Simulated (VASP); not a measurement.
# TiO2 (P4_2/mnm) in VASP: a series of runs

One crystal, TiO2, is run at these levels: PBE; tasks: dielectric tensor.

All numbers are computed with VASP 6.6.1; they aren't measurements. Logs are shortened: lines on timing, memory, paths and dates and some standing lists are left out, and cuts for length are marked.

## 1. The structure

The structure is tetragonal, space group P4_2/mnm (No. 136). Conventional cell: a = 4.600 Å, b = 4.600 Å, c = 2.959 Å, α = 90.00°, β = 90.00°, γ = 90.00°. Around Ti (site symmetry mmm) lie 6 O at 1.95 to 1.98 Å. Around O (site symmetry m2m) lie 3 Ti at 1.95 to 1.98 Å.

The cell is a database's computed one.

## 2. Dielectric tensor, PBE

File INCAR:

```
SYSTEM = TiO2
PREC = Accurate
ENCUT = 340
EDIFF = 1E-8
ISMEAR = 0
SIGMA = 0.01
LREAL = .FALSE.
LASPH = .TRUE.
NELM = 100
ALGO = Normal
ISIF = 2
LWAVE = .FALSE.
LCHARG = .FALSE.
GGA = PE
LEPSILON = .TRUE.
```

File KPOINTS:

```
regular mesh
0
G
  5 5 7
  0 0 0
```

File POSCAR:

```
TiO2
1.0
    4.5998373239      0.0000000000      0.0000000000
    0.0000000000      4.5998373239      0.0000000000
    0.0000000000      0.0000000000      2.9592135600
Ti O
2 4
Direct
    0.0000000000      0.0000000000      0.5000000000
    0.5000000000      0.5000000000      0.0000000000
    0.3043213200      0.3043213200      0.5000000000
    0.1956786800      0.8043213200      0.0000000000
    0.8043213200      0.1956786800      0.0000000000
    0.6956786800      0.6956786800      0.5000000000
```

Potentials or basis: VASP PAW PBE potentials, release 64 (Ti_sv, O).

Run with:

```console
$ cat potpaw_PBE.64/Ti_sv/POTCAR potpaw_PBE.64/O/POTCAR > POTCAR
$ mpirun -np 1 vasp_std > vasp.out
```

OUTCAR:

```text
SYSTEM = TiO2
   PREC = Accurate
   ENCUT = 340
   EDIFF = 1E-8
   ISMEAR = 0
   LREAL = .FALSE.
   LASPH = .TRUE.
   NELM = 100
   ISIF = 2
   GGA = PE
   LEPSILON = .TRUE.

 Found     24 irreducible k-points:

 Following reciprocal coordinates:
            Coordinates               Weight
  0.000000  0.000000  0.000000      1.000000
  0.200000  0.000000  0.000000      4.000000
  0.400000  0.000000  0.000000      4.000000
  0.200000  0.200000  0.000000      4.000000
  0.400000  0.200000  0.000000      8.000000
  0.400000  0.400000  0.000000      4.000000
   k-points           NKPTS =     24   k-points in BZ     NKDIM =     24   number of bands    NBANDS=     28
   number of dos      NEDOS =    301   number of ions     NIONS =      6
   total plane-waves  NPLWV =  14112
   dimension x,y,z NGX =    28 NGY =   28 NGZ =   18
   dimension x,y,z NGXF=    56 NGYF=   56 NGZF=   36
   ions per type =               2   4
   NGX,Y,Z   is equivalent  to a cutoff of  10.12, 10.12, 10.11 a.u.
   NGXF,Y,Z  is equivalent  to a cutoff of  20.24, 20.24, 20.22 a.u.
 SYSTEM =  TiO2
   PREC   = accura    normal or accurate (medium, high low for compatibility)
   ISTART =      0    job   : 0-new  1-cont  2-samecut
   ICHARG =      2    charge: 1-file 2-atom 10-const
   ISPIN  =      1    spin polarized calculation?
   LNONCOLLINEAR =      F non collinear calculations
   LSORBIT =      F    spin-orbit coupling
   LASPH  =      T    aspherical Exc in radial PAW
   ENCUT  =  340.0 eV  24.99 Ry    5.00 a.u.   6.92  6.92  4.45*2*pi/ulx,y,z
   NELM   =    100;   NELMIN=  2; NELMDL= -5     # of ELM steps
   EDIFF  = 0.1E-07   stopping-criterion for ELM
   LREAL  =      F    real-space projection
   EDIFFG = 0.1E-06   stopping-criterion for IOM
   NSW    =      0    number of steps for IOM
   IBRION =     -1    ionic relax: 0-MD 1-quasi-New 2-CG
   NFREE  =      0    steps in history (QN), initial steepest desc. (CG)
   ISIF   =      2    stress and relaxation
   ISYM   =      2    0-nonsym 1-usesym 2-fastsym
   POTIM  = 0.5000    time-step for ionic-motion
   TEBEG  =    0.0;   TEEND  =   0.0 temperature during run
   PSTRESS=    0.0 pullay stress
   NELECT =      48.0000    total number of electrons
   NUPDOWN=      -1.0000    fix difference up-down
   EMIN   =  10.00;   EMAX   =-10.00  energy-range for DOS
   EFERMI =   0.00;   METHOD = LEGACY
   ISMEAR =     0;   SIGMA  =   0.01  broadening in eV -4-tet -1-fermi 0-gaus
   EFERMI_NEDOS =   21; number of points for ismear=-14 and -15
   IALGO  =     38    algorithm
   IMIX   =      4    mixing-type and parameters
     AMIX     =   0.40;   BMIX     =  1.00
     AMIX_MAG =   1.60;   BMIX_MAG =  1.00
  volume/ion in A,a.u.               =      10.44        70.42
  Fermi-wavevector in a.u.,A,eV,Ry     =   1.498309  2.831394 30.544140  2.244931
  Thomas-Fermi vector in A             =   2.610085
   LORBIT       =      0    0 simple, 1 ext, 2 COOP (PROOUT), +10 PAW based schemes
   GGA     = PE    functional components
   LHFCALC =     F    Hartree Fock is set to
   AEXX    =    0.0000 exact exchange contribution
   IVDW    =     0    specifies the selected vdW correction
   LEPSILON=     T    determine dielectric tensor
   LRPA    =     F    only Hartree local field effects (RPA)
 non-spin polarized calculation
 Gauss-broadening in eV      SIGMA  =   0.01
  energy-cutoff  :      340.00
  volume of cell :       62.61
 maximum number of plane-waves:       913
 NGX is ok and might be reduce to    28
   NGX = 13   NGY = 13   NGZ =  9

--------------------------------------- Ionic step        1  -------------------------------------------

 number of electron      47.9999862 magnetization

 E-fermi :   4.9841     XC(G=0): -11.3909

 val. band max:        4.8037133371   @ k =   0.0000   0.0000   0.0000
 cond. band min:       6.6587859562   @ k =   0.0000   0.0000   0.0000
 fundamental gap:      1.8550726191
 Fermi energy:         4.9840527008

 k-point     1 :       0.0000    0.0000    0.0000
  band No.  band energies     occupation
      1     -52.1070      2.00000
      2     -52.0897      2.00000
      3     -28.4326      2.00000
      4     -28.4326      2.00000
      5     -28.2697      2.00000
      6     -28.2697      2.00000
[... 20 lines left out ...]
     27       7.1920      0.00000
     28       7.2895      0.00000

 k-point     2 :       0.2000    0.0000    0.0000
  band No.  band energies     occupation
      1     -52.1051      2.00000
      2     -52.0909      2.00000
      3     -28.4199      2.00000
      4     -28.4189      2.00000
      5     -28.2846      2.00000
      6     -28.2834      2.00000
[... 20 lines left out ...]
     27       7.4452      0.00000
     28       7.4739      0.00000

 k-point     3 :       0.4000    0.0000    0.0000
  band No.  band energies     occupation
      1     -52.1009      2.00000
      2     -52.0956      2.00000
      3     -28.3898      2.00000
      4     -28.3877      2.00000
      5     -28.3187      2.00000
      6     -28.3161      2.00000
[... 20 lines left out ...]
     27       7.7357      0.00000
     28       7.7932      0.00000

 k-point     4 :       0.2000    0.2000    0.0000
  band No.  band energies     occupation
      1     -52.1037      2.00000
      2     -52.0920      2.00000
      3     -28.4366      2.00000
      4     -28.3859      2.00000
      5     -28.3192      2.00000
      6     -28.2670      2.00000
[... 20 lines left out ...]
     27       7.3563      0.00000
     28       7.7251      0.00000

 k-point     5 :       0.4000    0.2000    0.0000
  band No.  band energies     occupation
      1     -52.1003      2.00000
      2     -52.0957      2.00000
      3     -28.4258      2.00000
      4     -28.3932      2.00000
      5     -28.3135      2.00000
      6     -28.2799      2.00000
[... 20 lines left out ...]
     27       7.4766      0.00000
     28       7.7679      0.00000

 k-point     6 :       0.4000    0.4000    0.0000
  band No.  band energies     occupation
      1     -52.0989      2.00000
      2     -52.0973      2.00000
      3     -28.4436      2.00000
      4     -28.4300      2.00000
      5     -28.2773      2.00000
      6     -28.2630      2.00000
[... 20 lines left out ...]
     27       7.3097      0.00000
     28       7.4837      0.00000

 [... further k-points ...]

  FORCE on cell =-STRESS in cart. coord.  units (eV):
  Direction    XX          YY          ZZ          XY          YZ          ZX
  --------------------------------------------------------------------------------------
  -------------------------------------------------------------------------------------
  Total       -7.2934112     -7.2934112     -7.3414704      0.0000000      0.0000000      0.0000000
  in kB     -186.6293873   -186.6293873   -187.8591609      0.0000000      0.0000000      0.0000000
  external PRESSURE =    -187.0393118 kB  Pullay stress =       0.0000000 kB

 VOLUME and BASIS-vectors are now :
 -----------------------------------------------------------------------------
  energy-cutoff  :      340.00
  volume of cell :       62.61
      direct lattice vectors                 reciprocal lattice vectors
     4.599837324  0.000000000  0.000000000     0.217398993  0.000000000  0.000000000
     0.000000000  4.599837324  0.000000000     0.000000000  0.217398993  0.000000000
     0.000000000  0.000000000  2.959213560     0.000000000  0.000000000  0.337927622

 POSITION                                       TOTAL-FORCE (eV/Angst)
 -----------------------------------------------------------------------------------
      0.00000      0.00000      1.47961         0.000000     -0.000000      0.000000
      2.29992      2.29992      0.00000         0.000000     -0.000000      0.000000
      1.39983      1.39983      1.47961         0.031020      0.031020     -0.000000
      0.90009      3.69975      0.00000        -0.031020      0.031020      0.000000
      3.69975      0.90009      0.00000         0.031020     -0.031020      0.000000
      3.20001      3.20001      1.47961        -0.031020     -0.031020      0.000000
 -----------------------------------------------------------------------------------
    total drift:                               -0.000000      0.000000      0.000000

  FREE ENERGIE OF THE ION-ELECTRON SYSTEM (eV)
  ---------------------------------------------------
  free  energy   TOTEN  =       -53.8892658686 eV

  energy  without entropy=      -53.8892658686  energy(sigma->0) =      -53.88926587

 HEAD OF MICROSCOPIC STATIC DIELECTRIC TENSOR (INDEPENDENT PARTICLE, excluding Hartree and local field effects)
 ------------------------------------------------------
           7.603595     0.000000     0.000000
          -0.000000     7.603595     0.000000
           0.000000     0.000000     8.926512
 ------------------------------------------------------

 Free energy of the ion-electron system (eV)
  ---------------------------------------------------
  ---------------------------------------------------
  free energy    TOTEN  =        -1.16080579 eV

  energy without entropy =       -1.16080579

------------------------ aborting loop because EDIFF is reached ----------------------------------------

--------------------------------------- Ionic step        2  -------------------------------------------

------------------------ aborting loop because EDIFF is reached ----------------------------------------

--------------------------------------- Ionic step        3  -------------------------------------------

 Free energy of the ion-electron system (eV)
  ---------------------------------------------------
  ---------------------------------------------------
  free energy    TOTEN  =        -1.41727660 eV

  energy without entropy =       -1.41727660

------------------------ aborting loop because EDIFF is reached ----------------------------------------

 PIEZOELECTRIC TENSOR FIELD DIRECTION 3  (e Angst)
 -----------------------------------------------------------------------------
    -0.00107  0.00000  0.00000           (  0.00017  0.00000  0.00000)
    -0.00000 -0.00107  0.00000           (  0.00000  0.00017  0.00000)
     0.00000  0.00000  0.00006           (  0.00000  0.00000 -0.00040)

 PIEZOELECTRIC TENSOR FIELD DIRECTION 3  (C/m^2)
 -----------------------------------------------------------------------------
    -0.00027  0.00000  0.00000
    -0.00000 -0.00027  0.00000
     0.00000  0.00000  0.00002

 MACROSCOPIC STATIC DIELECTRIC TENSOR (including local field effects in DFT)
 ------------------------------------------------------
           7.404810     0.000000     0.000000
          -0.000000     7.404810     0.000000
           0.000000     0.000000     8.815844
 ------------------------------------------------------

 PIEZOELECTRIC TENSOR (including local field effects)  for field in x, y, z        (e  Angst)
          XX          YY          ZZ          XY          YZ          ZX
  --------------------------------------------------------------------------------
  x     0.00000     0.00000     0.00000     0.00000     0.00000     0.00000
  y     0.00000     0.00000     0.00000     0.00000     0.00000     0.00000
  z     0.00000     0.00000     0.00000     0.00000     0.00000     0.00000

 PIEZOELECTRIC TENSOR (including local field effects)  for field in x, y, z        (C/m^2)
          XX          YY          ZZ          XY          YZ          ZX
  --------------------------------------------------------------------------------
  x     0.00000     0.00000     0.00000     0.00000     0.00000     0.00000
  y     0.00000     0.00000     0.00000     0.00000     0.00000     0.00000
  z     0.00000     0.00000     0.00000     0.00000     0.00000     0.00000

 BORN EFFECTIVE CHARGES (including local field effects) (in |e|, cummulative output)
 ---------------------------------------------------------------------------------
 ion    1
    1     6.32379     1.03202     0.00000
    2     1.03202     6.32379     0.00000
    3     0.00000     0.00000     7.68603
 ion    2
    1     6.32379    -1.03202     0.00000
    2    -1.03202     6.32379     0.00000
    3     0.00000     0.00000     7.68603
 ion    3
    1    -3.16189    -1.81821     0.00000
    2    -1.81821    -3.16189     0.00000
    3     0.00000     0.00000    -3.84302
 ion    4
    1    -3.16189     1.81821     0.00000
    2     1.81821    -3.16189     0.00000
    3     0.00000     0.00000    -3.84302
 ion    5
    1    -3.16189     1.81821     0.00000
    2     1.81821    -3.16189     0.00000
    3     0.00000     0.00000    -3.84302
 ion    6
    1    -3.16189    -1.81821     0.00000
    2    -1.81821    -3.16189     0.00000
    3     0.00000     0.00000    -3.84302
```

It took 4 min on 1 thread of Intel Xeon 6975P-C (Granite Rapids), shared host; peak memory 0.21 GiB.

The run converged, but a check on its numbers failed (symmetry, net force, bounds or a known fault of this set-up), so they aren't taken as properties of the crystal.

Caveat: the cutoff lies under the usual one of these potentials, so the numbers hold a large basis-set error; an odd mesh through Γ misses points on the zone boundary, where band edges often lie.

[end of part 1 of 3]
